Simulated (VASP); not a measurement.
Wanted: the native input for a VASP 6.6.1 run.

* Task: relaxation of cell and atoms
* Functional: PBEsol
* Potentials or basis: VASP PAW PBE potentials, release 64 (Ag, O)
* Cutoff: 600 eV
* k mesh: 5 × 5 × 5
* Occupations: fermi-dirac, width 0.05 eV
* Spin: no spin polarisation
* Target pressure: 30 GPa
* Further INCAR settings: ALGO = Normal; EDIFF = 1e-06; IBRION = 2; EDIFFG = -0.005; NSW = 40; ISIF = 3
* Target pressure: 30 GPa

The structure of Ag2O lies in POSCAR:

```
Ag2O
1.0
    4.7180000000      0.0000000000      0.0000000000
    0.0000000000      4.7180000000      0.0000000000
    0.0000000000      0.0000000000      4.7180000000
Ag O
4 2
Direct
    0.7500000000      0.2500000000      0.7500000000
    0.7500000000      0.7500000000      0.2500000000
    0.2500000000      0.7500000000      0.7500000000
    0.2500000000      0.2500000000      0.2500000000
    0.5000000000      0.5000000000      0.5000000000
    0.0000000000      0.0000000000      0.0000000000
```

These files were run (other wordings do the same):

INCAR

```
PREC = Accurate
ENCUT = 600
EDIFF = 1E-6
ISMEAR = -1
SIGMA = 0.05
LREAL = F
LASPH = T
NELM = 60
ALGO = Normal
ISIF = 3
LWAVE = F
LCHARG = F
GGA = PS
IBRION = 2
NSW = 40
EDIFFG = -0.005
PSTRESS = 300
```

KPOINTS

```
Automatic mesh
0
Gamma
  5 5 5
```

Potentials or basis: VASP PAW PBE potentials, release 64 (Ag, O).

Launch:

```console
$ cat potpaw_PBE.64/Ag/POTCAR potpaw_PBE.64/O/POTCAR > POTCAR
$ mpirun -np 1 vasp_std > vasp.out
```

Results of the run:

```json
{
 "Relaxed volume": "14.17 Å³/atom",
 "Relaxed cell": "a = 4.397 Å, b = 4.397 Å, c = 4.397 Å, α = 90.00°, β = 90.00°, γ = 90.00°",
 "Space group after relaxing (to 0.05 Å)": "Pn-3m (No. 224)",
 "Energy change on relaxing (the enthalpy is what falls)": "+241.3 meV/atom",
 "Ionic steps": "5",
 "Pressure after relaxing": "30.0 GPa",
 "Band gap on the k mesh": "0.46 eV, direct"
}
```

Caveat: the cell is relaxed towards a set pressure, so the enthalpy falls and the energy may rise; the volume moved by over 15 % at a fixed basis, so the end points are rough; the PAW data sets were made with another functional, which shifts forces and pressure a little; an odd mesh through Γ misses points on the zone boundary, where band edges often lie.

Wall time 2.7 min on 1 thread of Intel(R) Xeon(R) Platinum 8488C (Sapphire Rapids), with other jobs on the host, peak memory 0.27 GiB.
